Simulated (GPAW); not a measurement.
# GaN (P6_3mc) in GPAW: notebook

One crystal, GaN, is run at these levels: M06-L+D4, PBE, PBEsol; tasks: relaxation of cell and atoms, single point.

All numbers are computed with GPAW 26.7.0; they aren't measurements. Logs are shortened: lines on timing, memory, paths and dates and some standing lists are left out, and cuts for length are marked. The log counts tension as positive stress, the text compression.

## Step 1: Starting point

The structure is hexagonal, space group P6_3mc (No. 186). Conventional cell: a = 3.180 Å, b = 3.180 Å, c = 5.166 Å, α = 90.00°, β = 90.00°, γ = 120.00°. Ga (site symmetry 3m) has 4 N at 1.94 to 1.95 Å as nearest neighbours. Around N (site symmetry 3m) lie 4 Ga at 1.94 to 1.95 Å.

## Step 2: Relaxation of cell and atoms, M06-L+D4

Contents of run.py:

```python
from ase.calculators.mixing import SumCalculator
from ase.filters import FrechetCellFilter
from ase.io import read, write
from ase.optimize import LBFGS
from dftd4.ase import DFTD4
from gpaw import GPAW, PW

atoms = read('POSCAR')

calc = GPAW(mode=PW(800),
            xc='M06-L',
            kpts={'size': (7, 7, 4), 'gamma': True},
            occupations={'name': 'fermi-dirac', 'width': 0.05},
            nbands=18,
            convergence={'density': 1e-05, 'energy': 1e-05},
            maxiter=150,
            txt='gpaw.txt')
atoms.calc = SumCalculator([calc, DFTD4(method='m06l')])
opt = LBFGS(FrechetCellFilter(atoms), trajectory='relax.traj', logfile='-')
done = opt.run(fmax=0.05, steps=100)
calc.write('gs.gpw')
write('result.traj', atoms)
print('Converged:', done)
print('Cell:', atoms.cell.cellpar().round(4))
print('Volume:', round(atoms.get_volume(), 4))
print(atoms.get_scaled_positions().round(5))
```

Contents of POSCAR:

```
GaN
1.0
    3.1800000000      0.0000000000      0.0000000000
   -1.5900000000      2.7539607840      0.0000000000
    0.0000000000      0.0000000000      5.1660000000
Ga N
2 2
Direct
    0.6666666667      0.3333333333      0.5000000000
    0.3333333333      0.6666666667      0.0000000000
    0.6666666667      0.3333333333      0.8750000000
    0.3333333333      0.6666666667      0.3750000000
```

Potentials or basis: GPAW PAW data sets (gpaw-data 1.2.1), pw.

On the command line:

```sh
$ OMP_NUM_THREADS=1 python run.py
```

gpaw.txt:

```text
__  _  _
 | _ |_)|_||  |
 |__||  | ||/\| - 26.7.0

Input parameters:
  mode=PW(ecut=800.0),
  convergence={'density': 1e-05, 'energy': 1e-05},
  kpts=MonkhorstPack(size=(7, 7, 4), gamma=True),
  maxiter=150,
  nbands=18,
  occupations=Occupations(name='fermi-dirac', width=0.05),
  xc=XC(name='M06-L')

Diagonalizing LCAO Hamiltonian
Converting LCAO to pw mode

           N

           Ga
        N

        Ga

Atoms  # Å, Bohr magnetons
|   | symbol |         x |        y |        z |    initial magnetic moments |
|---|--------|-----------|----------|----------|-----------------------------|
| 0 |     Ga |  1.590000 | 0.917987 | 2.583000 | ( 0.0000,  0.0000,  0.0000) |
| 1 |     Ga | -0.000000 | 1.835974 | 0.000000 | ( 0.0000,  0.0000,  0.0000) |
| 2 |      N |  1.590000 | 0.917987 | 4.520250 | ( 0.0000,  0.0000,  0.0000) |
| 3 |      N | -0.000000 | 1.835974 | 1.937250 | ( 0.0000,  0.0000,  0.0000) |

Unit cell  # Å
| periodic |         x |        y |        z |  lengths |     angles |
|----------|-----------|----------|----------|----------|------------|
|      yes |  3.180000 | 0.000000 | 0.000000 | 3.180000 |  90.000000 |
|      yes | -1.590000 | 2.753961 | 0.000000 | 3.180000 |  90.000000 |
|      yes |  0.000000 | 0.000000 | 5.166000 | 5.166000 | 120.000000 |

Number of symmetries: 6
Symmetry operations  # r_c * U_cc + t_c -> r_c
|   | kind |            matrix            |
|---|------|------------------------------|
| 0 |  σ   |  1, 1, 0,  0,-1, 0,  0, 0, 1 |
| 1 |  E   |  1, 0, 0,  0, 1, 0,  0, 0, 1 |
| 2 |  C3  |  0, 1, 0, -1,-1, 0,  0, 0, 1 |
| 3 |  σ   |  0,-1, 0, -1, 0, 0,  0, 0, 1 |
| 4 |  σ   | -1, 0, 0,  1, 1, 0,  0, 0, 1 |
| 5 |  C3  | -1,-1, 0,  1, 0, 0,  0, 0, 1 |
[... 201 lines left out ...]
Stress tensor  # eV/Ang^3
|         x |         y |         z |
|-----------|-----------|-----------|
| -0.099179 | -0.000000 |  0.000000 |
|  0.000000 | -0.099179 |  0.000000 |
|  0.000000 |  0.000000 | -0.112060 |

Forces  # eV/Ang
|        x |       y |        z |
|----------|---------|----------|
| -0.00000 | 0.00000 | -0.18378 |  # Ga   0
| -0.00000 | 0.00000 | -0.18616 |  # Ga   1
|  0.00000 | 0.00000 |  0.18699 |  # N    2
| -0.00000 | 0.00000 |  0.19201 |  # N    3

Interpolating wave functions to new cell

           N

           Ga
        N

        Ga

Atoms  # Å, Bohr magnetons
|   | symbol |         x |        y |         z |    initial magnetic moments |
|---|--------|-----------|----------|-----------|-----------------------------|
| 0 |     Ga |  1.595977 | 0.921438 |  2.591416 | ( 0.0000,  0.0000,  0.0000) |
| 1 |     Ga | -0.000000 | 1.842876 | -0.002672 | ( 0.0000,  0.0000,  0.0000) |
| 2 |      N |  1.595977 | 0.921438 |  4.542278 | ( 0.0000,  0.0000,  0.0000) |
| 3 |      N | -0.000000 | 1.842876 |  1.948296 | ( 0.0000,  0.0000,  0.0000) |

Unit cell  # Å
| periodic |         x |         y |        z |  lengths |     angles |
|----------|-----------|-----------|----------|----------|------------|
|      yes |  3.191955 | -0.000000 | 0.000000 | 3.191955 |  90.000000 |
|      yes | -1.595977 |  2.764314 | 0.000000 | 3.191955 |  90.000000 |
|      yes |  0.000000 |  0.000000 | 5.188107 | 5.188107 | 120.000000 |

Number of symmetries: 6
Symmetry operations  # r_c * U_cc + t_c -> r_c
|   | kind |            matrix            |
|---|------|------------------------------|
| 0 |  σ   |  1, 1, 0,  0,-1, 0,  0, 0, 1 |
| 1 |  E   |  1, 0, 0,  0, 1, 0,  0, 0, 1 |
| 2 |  C3  |  0, 1, 0, -1,-1, 0,  0, 0, 1 |
| 3 |  σ   |  0,-1, 0, -1, 0, 0,  0, 0, 1 |
| 4 |  σ   | -1, 0, 0,  1, 1, 0,  0, 0, 1 |
| 5 |  C3  | -1,-1, 0,  1, 0, 0,  0, 0, 1 |
[... 125 lines left out ...]
convergence criteria:
- Maximum integral of absolute [dens]ity change: 1e-05 electrons / valence electron
- Maximum [total energy] change in last 3 cyles: 1e-05 eV / valence electron
- Maximum integral of absolute [eigenst]ate change: 4e-08 eV^2 / valence electron
maximum number of iterations: 150

SCF iterations
|iter     | |      energy | eigst |  dens |
|---------|-|-------------|-------|-------|
|iter:   1| |-4835538.541931 |+10.31 |       |
|iter:   2| | 5611.073997 | +4.46 | +0.15 |
|iter:   3| | 4208.173041 | +3.01 | +0.02 |
|iter:   4| | 2229.700899 | +2.56 | -0.09 |
|iter:   5| | 1830.044970 | +2.43 | -0.18 |
|iter:   6| |  924.392100 | +2.96 | -0.29 |
|iter:   7| |  254.149479 | +4.04 | -0.48 |
|iter:   8| |-2659.676845 | +5.01 | -0.63 |
|iter:   9| |-5049.845738 | +5.33 | +0.10 |
|iter:  10| | 2544.177401 | +3.30 | +0.08 |
|iter:  11| |  729.301964 | +1.92 | -0.64 |
|iter:  12| |  -58.760244 | +0.16 | -0.47 |
|iter:  13| |  -48.619686 | -0.78 | -0.53 |
|iter:  14| |  -50.940189 | -1.13 | -0.65 |
|iter:  15| |  -52.450781 | -1.97 | -0.65 |
|iter:  16| |  -44.535102 | -0.99 | -0.65 |
|iter:  17| |  -39.770338 | -0.82 | -0.75 |
|iter:  18| |  -37.264025 | -1.10 | -0.95 |
|iter:  19| |  -37.650095 | -1.24 | -1.28 |
|iter:  20| |  -38.155398 | -1.91 | -1.73 |
[... 40 lines left out ...]
| 3 |      N | -0.000000 | 1.871000 |  1.985728 | ( 0.0000,  0.0000,  0.0000) |

Unit cell  # Å
| periodic |         x |         y |         z |  lengths |     angles |
|----------|-----------|-----------|-----------|----------|------------|
|      yes |  3.240667 | -0.000000 | -0.000000 | 3.240667 |  90.000000 |
|      yes | -1.620334 |  2.806500 |  0.000000 | 3.240667 |  90.000000 |
|      yes | -0.000000 |  0.000000 |  5.271622 | 5.271622 | 120.000000 |

Number of symmetries: 2
Symmetry operations  # r_c * U_cc + t_c -> r_c
|   | kind |            matrix            |
|---|------|------------------------------|
| 0 |  E   |  1, 0, 0,  0, 1, 0,  0, 0, 1 |
| 1 |  σ   |  0,-1, 0, -1, 0, 0,  0, 0, 1 |
[... 219 lines left out ...]
        N  Ga

        Ga

Atoms  # Å, Bohr magnetons
|   | symbol |        x |        y |         z |    initial magnetic moments |
|---|--------|----------|----------|-----------|-----------------------------|
| 0 |     Ga | 1.623173 | 0.937145 |  2.632619 | ( 0.0000,  0.0000,  0.0000) |
| 1 |     Ga | 0.000005 | 1.874281 | -0.007083 | ( 0.0000,  0.0000,  0.0000) |
| 2 |      N | 1.623166 | 0.937149 |  4.626639 | ( 0.0000,  0.0000,  0.0000) |
| 3 |      N | 0.000011 | 1.874278 |  1.987408 | ( 0.0000,  0.0000,  0.0000) |

Unit cell  # Å
| periodic |         x |        y |         z |  lengths |     angles |
|----------|-----------|----------|-----------|----------|------------|
|      yes |  3.246354 | 0.000001 | -0.000000 | 3.246354 |  90.000000 |
|      yes | -1.623176 | 2.811425 |  0.000000 | 3.246354 |  90.000000 |
|      yes | -0.000000 | 0.000000 |  5.279224 | 5.279224 | 119.999970 |

Number of symmetries: 2
Symmetry operations  # r_c * U_cc + t_c -> r_c
|   | kind |            matrix            |
|---|------|------------------------------|
| 0 |  E   |  1, 0, 0,  0, 1, 0,  0, 0, 1 |
| 1 |  σ   |  0,-1, 0, -1, 0, 0,  0, 0, 1 |
[... 125 lines left out ...]
convergence criteria:
- Maximum integral of absolute [dens]ity change: 1e-05 electrons / valence electron
- Maximum [total energy] change in last 3 cyles: 1e-05 eV / valence electron
- Maximum integral of absolute [eigenst]ate change: 4e-08 eV^2 / valence electron
maximum number of iterations: 150

SCF iterations
|iter     | |      energy | eigst |  dens |
|---------|-|-------------|-------|-------|
|iter:   1| |  197.379623 | +4.75 |       |
|iter:   2| |  -81.876371 | +2.82 | -0.19 |
|iter:   3| |  -53.820561 | +2.25 | -0.28 |
|iter:   4| |  -37.761072 | +0.80 | -0.67 |
|iter:   5| |  -38.406862 | -0.82 | -1.47 |
|iter:   6| |  -38.362442 | -2.47 | -1.37 |
|iter:   7| |  -38.278644 | -2.22 | -1.41 |
|iter:   8| |  -38.276044 | -2.71 | -1.75 |
|iter:   9| |  -38.277346 | -4.28 | -2.00 |
|iter:  10| |  -38.271815 | -3.44 | -1.97 |
|iter:  11| |  -38.268698 | -3.65 | -2.14 |
|iter:  12| |  -38.263051 | -3.25 | -2.24 |
|iter:  13| |  -38.265316 | -4.05 | -2.70 |
|iter:  14| |  -38.270546 | -3.79 | -2.81 |
|iter:  15| |  -38.270800 | -4.67 | -3.18 |
|iter:  16| |  -38.270805 | -5.73 | -3.68 |
|iter:  17| |  -38.270808c| -6.28 | -4.09 |
|iter:  18| |  -38.270810c| -6.34 | -4.50 |
|iter:  19| |  -38.270808c| -6.80 | -4.93 |
|iter:  20| |  -38.270808c| -8.46c| -5.36c|
[... 65 lines left out ...]
        N  Ga

        Ga

Atoms  # Å, Bohr magnetons
|   | symbol |        x |        y |         z |    initial magnetic moments |
|---|--------|----------|----------|-----------|-----------------------------|
| 0 |     Ga | 1.624035 | 0.937645 |  2.634653 | ( 0.0000,  0.0000,  0.0000) |
| 1 |     Ga | 0.000006 | 1.875278 | -0.005585 | ( 0.0000,  0.0000,  0.0000) |
| 2 |      N | 1.624021 | 0.937653 |  4.626219 | ( 0.0000,  0.0000,  0.0000) |
| 3 |      N | 0.000021 | 1.875270 |  1.986422 | ( 0.0000,  0.0000,  0.0000) |

Unit cell  # Å
| periodic |         x |        y |         z |  lengths |     angles |
|----------|-----------|----------|-----------|----------|------------|
|      yes |  3.248083 | 0.000000 | -0.000000 | 3.248083 |  89.999999 |
|      yes | -1.624041 | 2.812923 |  0.000000 | 3.248083 |  90.000001 |
|      yes | -0.000000 | 0.000000 |  5.280336 | 5.280336 | 119.999985 |

Number of symmetries: 2
Symmetry operations  # r_c * U_cc + t_c -> r_c
|   | kind |            matrix            |
|---|------|------------------------------|
| 0 |  E   |  1, 0, 0,  0, 1, 0,  0, 0, 1 |
| 1 |  σ   |  0,-1, 0, -1, 0, 0,  0, 0, 1 |
[... 135 lines left out ...]
|iter:   2| |  -21.198544 | +2.74 | -0.17 |
|iter:   3| |  -64.911746 | +2.24 | -0.27 |
|iter:   4| |  -37.443206 | +0.86 | -0.59 |
|iter:   5| |  -38.360987 | -0.72 | -1.52 |
|iter:   6| |  -38.332257 | -2.29 | -1.44 |
|iter:   7| |  -38.305991 | -3.42 | -1.46 |
|iter:   8| |  -38.270820 | -2.77 | -1.53 |
|iter:   9| |  -38.265527 | -2.92 | -1.71 |
|iter:  10| |  -38.266931 | -4.54 | -1.96 |
|iter:  11| |  -38.266798 | -3.73 | -1.95 |
|iter:  12| |  -38.268263 | -3.25 | -2.09 |
|iter:  13| |  -38.270757 | -3.64 | -2.40 |
|iter:  14| |  -38.271299 | -4.42 | -2.68 |
|iter:  15| |  -38.271682 | -4.55 | -2.82 |
|iter:  16| |  -38.271717 | -5.06 | -3.44 |
|iter:  17| |  -38.271741c| -5.18 | -3.78 |
|iter:  18| |  -38.271726c| -5.61 | -4.23 |
|iter:  19| |  -38.271724c| -6.36 | -4.69 |
|iter:  20| |  -38.271723c| -7.62c| -4.93 |
|iter:  21| |  -38.271723c| -7.51c| -5.52c|

Converged in 21 steps
Energy contributions relative to reference atoms: (reference = -108732.786066)

Energy contributions:
  Kinetic:          41.959072
  Coulomb:         -35.911509
  Zero:              0.372646
  External:          0.000000
  Xc:              -44.691932
  Entropy:          -0.000000
  Spinorbit:         0.000000
  ----------------------------
  Free energy:     -38.271723
  Extrapolated:    -38.271723
[... 38 lines left out ...]
Forces  # eV/Ang
|        x |        y |        z |
|----------|----------|----------|
|  0.00010 | -0.00006 |  0.02540 |  # Ga   0
| -0.00010 |  0.00006 |  0.02576 |  # Ga   1
| -0.00023 |  0.00014 | -0.02104 |  # N    2
|  0.00025 | -0.00014 | -0.02218 |  # N    3

# Writing to gs.gpw (mode='')
```

It took 21 min on 1 thread of Arm Neoverse V2, shared host; peak memory 0.57 GiB.

Results:

- Free energy: -38.5509 eV
- Relaxed volume: 12.06 Å³/atom
- Relaxed cell: a = 3.248 Å, b = 3.248 Å, c = 5.280 Å, α = 90.00°, β = 90.00°, γ = 120.00°
- Space group after relaxing (to 0.05 Å): P6_3mc (No. 186)
- Energy gained by relaxing: 36.3 meV/atom
- Ionic steps: 5
- Pressure after relaxing: -0.1 GPa
- Largest force after relaxing: 0.026 eV/Å
- Band gap on the k mesh: 1.71 eV, direct
- Dispersion energy per atom: -0.070 eV

Forces on the atoms (eV/Å):
```
Ga   0.000  0.000  0.025
Ga   0.000  0.000  0.026
N    0.000  0.000 -0.021
N    0.000  0.000 -0.022
```

Stress tensor (GPa, compression positive):
```
 0.01  0.00  0.00
 0.00  0.01  0.00
 0.00  0.00 -0.27
```

Step by step:
| step | energy change (eV) | largest force (eV/Å) | pressure (GPa) | volume (Å³) |
| --- | --- | --- | --- | --- |
| 1 | 0.0000 | 0.1921 | 15.57 | 45.24 |
| 2 | -0.0502 | 0.0824 | 12.37 | 45.78 |
| 3 | -0.1423 | 0.1119 | 1.25 | 47.95 |
| 4 | -0.1446 | 0.0712 | 0.19 | 48.18 |
| 5 | -0.1452 | 0.0255 | -0.08 | 48.24 |

Final structure:
```xyz
4
Lattice="3.2481 0.0000 0.0000 -1.6240 2.8129 0.0000 0.0000 0.0000 5.2803" Properties=species:S:1:pos:R:3 pbc="T T T"
Ga    1.6240    0.9376    2.6347
Ga    0.0000    1.8753   -0.0056
N     1.6240    0.9377    4.6262
N     0.0000    1.8753    1.9864
```

Levels at points of the mesh, in eV from the valence-band top:
| k point | band 4 | band 5 | band 6 | band 7 | band 8 | band 9 | band 10 | band 11 | band 12 | band 13 |
| --- | --- | --- | --- | --- | --- | --- | --- | --- | --- | --- |
| (0.00, 0.00, 0.00) | -0.94 | -0.94 | -0.02 | 0.00 | 0.00 | 1.71 | 4.40 | 9.20 | 10.44 | 10.44 |
| (0.00, 0.00, 0.50) | -3.86 | -0.48 | -0.48 | -0.48 | -0.48 | 4.28 | 4.28 | 8.72 | 8.72 | 10.95 |

Caveat: the data sets keep Ga 3d, Li 1s and Be 1s frozen, and some such compounds lay over 1.5 % in volume off other programs; later steps reuse the first step's grids; the PAW data sets were made with another functional, which shifts forces and pressure a little. Zero-point motion and thermal expansion aren't in these numbers.

## Step 3: Single point, PBE

Contents of run.py:

```python
from ase.dft.bandgap import bandgap
from ase.io import write
from ase.spacegroup import crystal
from ase.units import GPa
from gpaw import GPAW, PW

# Ga 2b
# N 2b
atoms = crystal(['Ga', 'N'],
                basis=[[0.6666666667, 0.3333333333, 0.5],
                       [0.6666666667, 0.3333333333, 0.875]],
                spacegroup=186, setting=1,  # P6_3mc
                cellpar=[3.18, 3.18, 5.166, 90.0, 90.0, 120.0],
                primitive_cell=True)

calc = GPAW(mode=PW(800),
            xc='PBE',
            kpts={'size': (4, 4, 2), 'gamma': True},
            occupations={'name': 'fermi-dirac', 'width': 0.05},
            nbands=18,
            convergence={'density': 1e-05, 'energy': 1e-05},
            maxiter=60,
            txt='gpaw.txt')
atoms.calc = calc
energy = atoms.get_potential_energy()
forces = atoms.get_forces()
stress = atoms.get_stress()
calc.write('gs.gpw')
write('result.traj', atoms)
print(f'Energy: {energy:.6f} eV')
print('Forces (eV/A):')
print(forces.round(4))
print('Stress (GPa):', (stress / GPa).round(3))
print('Fermi level:', round(calc.get_fermi_level(), 4), 'eV')
print(f'Gap: {bandgap(calc)[0]:.4f} eV, direct: {bandgap(calc, direct=True)[0]:.4f} eV')
```

Potentials or basis: GPAW PAW data sets (gpaw-data 1.2.1), pw.

On the command line:

```sh
$ OMP_NUM_THREADS=1 python run.py
```

Wall time 8.2 s (1 thread of Arm Neoverse V2, shared host); peak memory 0.15 GiB.

These settings aren't checked as converged: the numbers below hold their error.

What came out:

```yaml
Free_energy: -24.0782 eV
Pressure: 15.2 GPa
Largest_force: 0.176 eV/Å
Band_gap_on_the_k_mesh: 2.07 eV, direct
```

Caveat: the k mesh is coarse (spacing up to 0.61 Å⁻¹), so the values aren't converged; the data sets keep Ga 3d, Li 1s and Be 1s frozen, and some such compounds lay over 1.5 % in volume off other programs.

## Step 4: Relaxation of cell and atoms, PBEsol

Contents of run.py:

```python
from ase import Atoms
from ase.filters import FrechetCellFilter
from ase.io import write
from ase.optimize import BFGS
from gpaw import GPAW, PW, setup_paths

setup_paths.insert(0, '.')

atoms = Atoms(['Ga', 'Ga', 'N', 'N'],
              cell=[[3.18, 0.0, 0.0],
                    [-1.59, 2.753960784, 0.0],
                    [0.0, 0.0, 5.166]],
              scaled_positions=[[0.6666666667, 0.3333333333, 0.5],
                                [0.3333333333, 0.6666666667, 0.0],
                                [0.6666666667, 0.3333333333, 0.875],
                                [0.3333333333, 0.6666666667, 0.375]],
              pbc=True)

calc = GPAW(mode=PW(800),
            xc='PBEsol',
            kpts={'size': (7, 7, 4), 'gamma': True},
            occupations={'name': 'fermi-dirac', 'width': 0.05},
            nbands=18,
            convergence={'density': 1e-06, 'energy': 1e-06, 'eigenstates': 1e-10},
            maxiter=150,
            txt='gpaw.txt')
atoms.calc = calc
opt = BFGS(FrechetCellFilter(atoms), trajectory='relax.traj', logfile='-')
done = opt.run(fmax=0.01, steps=60)
calc.write('gs.gpw')
write('result.traj', atoms)
print('Converged:', done)
print('Cell:', atoms.cell.cellpar().round(4))
print('Volume:', round(atoms.get_volume(), 4))
print(atoms.get_scaled_positions().round(5))
```

Potentials or basis: PAW data sets generated in the run's folder for this functional, pw.

On the command line:

```sh
$ gpaw-setup -f PBEsol Ga N
$ OMP_NUM_THREADS=1 python run.py
```

It took 2.2 min on 1 thread of Arm Neoverse V2, shared host; peak memory 0.25 GiB.

It converged, with:

* Free energy: -26.0980 eV
* Relaxed volume: 11.80 Å³/atom
* Relaxed cell: a = 3.224 Å, b = 3.224 Å, c = 5.243 Å, α = 90.00°, β = 90.00°, γ = 120.00°
* Space group after relaxing (to 0.05 Å): P6_3mc (No. 186)
* Energy gained by relaxing: 15.8 meV/atom
* Ionic steps: 6
* Pressure after relaxing: 0.0 GPa
* Band gap on the k mesh: 1.75 eV, direct

Forces on the atoms (eV/Å):
```
Ga   0.000  0.000  0.003
Ga   0.000  0.000  0.003
N    0.000  0.000 -0.003
N    0.000  0.000 -0.003
```

Step by step:
| step | energy change (eV) | largest force (eV/Å) | pressure (GPa) | volume (Å³) |
| --- | --- | --- | --- | --- |
| 1 | 0.0000 | 0.1775 | 9.30 | 45.24 |
| 2 | -0.0198 | 0.0843 | 7.61 | 45.56 |
| 3 | -0.0604 | 0.1147 | 1.16 | 46.91 |
| 4 | -0.0624 | 0.0822 | 0.30 | 47.11 |
| 5 | -0.0634 | 0.0246 | -0.09 | 47.20 |
| 6 | -0.0634 | 0.0028 | -0.05 | 47.19 |

Final structure:
```yaml
crystal:
  lattice:
    - [3.22380, 0.00000, 0.00000]
    - [-1.61190, 2.79189, 0.00000]
    - [0.00000, 0.00000, 5.24262]
  atoms:
    - { symbol: Ga, position: [0.66667, 0.33333, 0.49899] }
    - { symbol: Ga, position: [0.33333, 0.66667, 0.99899] }
    - { symbol: N, position: [0.66667, 0.33333, 0.87601] }
    - { symbol: N, position: [0.33333, 0.66667, 0.37600] }
```

Levels at points of the mesh, in eV from the valence-band top:
| k point | band 6 | band 7 | band 8 | band 9 | band 10 | band 11 |
| --- | --- | --- | --- | --- | --- | --- |
| (0.00, 0.00, 0.00) | -0.02 | 0.00 | 0.00 | 1.75 | 4.05 | 9.02 |
| (0.00, 0.00, 0.50) | -0.52 | -0.52 | -0.52 | 4.08 | 4.08 | 8.30 |

Caveat: the data sets keep Ga 3d, Li 1s and Be 1s frozen, and some such compounds lay over 1.5 % in volume off other programs; later steps reuse the first step's grids. Zero-point motion and thermal expansion aren't in these numbers.
